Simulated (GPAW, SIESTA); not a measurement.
Given: the input of a run of GPAW 26.7.0 (ASE script) on Sn. Atoms were shifted at random by some hundredths of an Å from the given cell, which wasn't relaxed again for these runs. 

The input run.py:

```python
from ase import Atoms
from ase.dft.bandgap import bandgap
from ase.io import write
from ase.units import GPa
from ase.parallel import parprint
from gpaw import GPAW, PW, setup_paths

setup_paths.insert(0, '.')

atoms = Atoms(['Sn', 'Sn'],
              cell=[[-2.9401404553, 2.9401404553, 1.5993019889],
                    [2.9401404553, -2.9401404553, 1.5993019889],
                    [2.9401404553, 2.9401404553, -1.5993019889]],
              scaled_positions=[[0.007065, -0.00473, -0.012303],
                                [0.749188, 0.244509, 0.499105]],
              pbc=True)

calc = GPAW(mode=PW(600),
            xc='PBEsol',
            kpts={'size': (9, 9, 9), 'gamma': True},
            occupations={'name': 'fermi-dirac', 'width': 0.05},
            nbands=24,
            convergence={'density': 1e-05, 'energy': 1e-05},
            maxiter=150,
            txt='gpaw.txt')
atoms.calc = calc
energy = atoms.get_potential_energy()
forces = atoms.get_forces()
stress = atoms.get_stress()
calc.write('gs.gpw')
write('result.traj', atoms)
parprint(f'Energy: {energy:.6f} eV')
parprint('Forces (eV/A):')
parprint(forces.round(4))
parprint('Stress (GPa):', (stress / GPa).round(3))
parprint('Fermi level:', round(calc.get_fermi_level(), 4), 'eV')
parprint(f'Gap: {bandgap(calc)[0]:.4f} eV, direct: {bandgap(calc, direct=True)[0]:.4f} eV')
```

Potentials or basis: PAW data sets generated in the run's folder for this functional, pw.

Run with:

```console
$ gpaw-setup -f PBEsol Sn
$ OMP_NUM_THREADS=1 mpirun -n 4 gpaw python run.py
```

Q: Set up the same calculation for SIESTA 5.4.2. Potentials or basis there: files PseudoDojo sr-pbesol-0.4.1-standard, DZP (energy shift 0.003 Ry; two zetas on semicore shells).

A: As run (cutoffs and basis follow the program's own potentials, and thresholds, step limits or extra output files can differ):

Sn.fdf

```
SystemName                      Sn
SystemLabel                     Sn
NumberOfSpecies                 1
NumberOfAtoms                   2
%block ChemicalSpeciesLabel
  1  50 Sn
%endblock ChemicalSpeciesLabel

LatticeConstant                 1.0 Ang
%block LatticeVectors
    -2.9401404553     2.9401404553     1.5993019889
     2.9401404553    -2.9401404553     1.5993019889
     2.9401404553     2.9401404553    -1.5993019889
%endblock LatticeVectors
AtomicCoordinatesFormat         Fractional
%block AtomicCoordinatesAndAtomicSpecies
     0.0070650000    -0.0047300000    -0.0123030000  1  Sn
     0.7491880000     0.2445090000     0.4991050000  1  Sn
%endblock AtomicCoordinatesAndAtomicSpecies

%block kgrid.MonkhorstPack
    9   0   0  0.0
    0   9   0  0.0
    0   0   9  0.0
%endblock kgrid.MonkhorstPack
XC.Functional                   GGA
XC.Authors                      PBEsol
PAO.BasisSize                   DZP
PAO.EnergyShift                 0.003 Ry
Mesh.Cutoff                     500 Ry
OccupationFunction              FD
ElectronicTemperature           0.05 eV
MaxSCFIterations                120
SCF.MustConverge                false
SCF.Mixer.Method                Pulay
SCF.Mixer.Weight                0.25
SCF.Mixer.History               8
SCF.DM.Tolerance                5.0e-05
SCF.H.Tolerance                 1.0e-03 eV
WriteForces                     true
Charge.Mulliken                 end
%block PAO.Basis
  Sn 4
  n=5 0 2
    6.406 0.000
  n=5 1 2
    8.599 0.000
  n=4 2 2
    3.767 0.000
  n=5 2 1
    8.599
%endblock PAO.Basis
```

Potentials or basis: PseudoDojo 0.4 standard (PBEsol files), converted to PSML, two zetas on semicore shells, DZP (energy shift 0.003 Ry; two zetas on semicore shells).

Run with:

```console
$ siesta Sn.fdf > Sn.out 2>&1
```

Both were run:

|  | GPAW | SIESTA |
| --- | --- | --- |
| Pressure | -1.7 GPa | -0.5 GPa |
| Largest force | 0.175 eV/Å | 0.195 eV/Å |

Pressure is positive in compression.
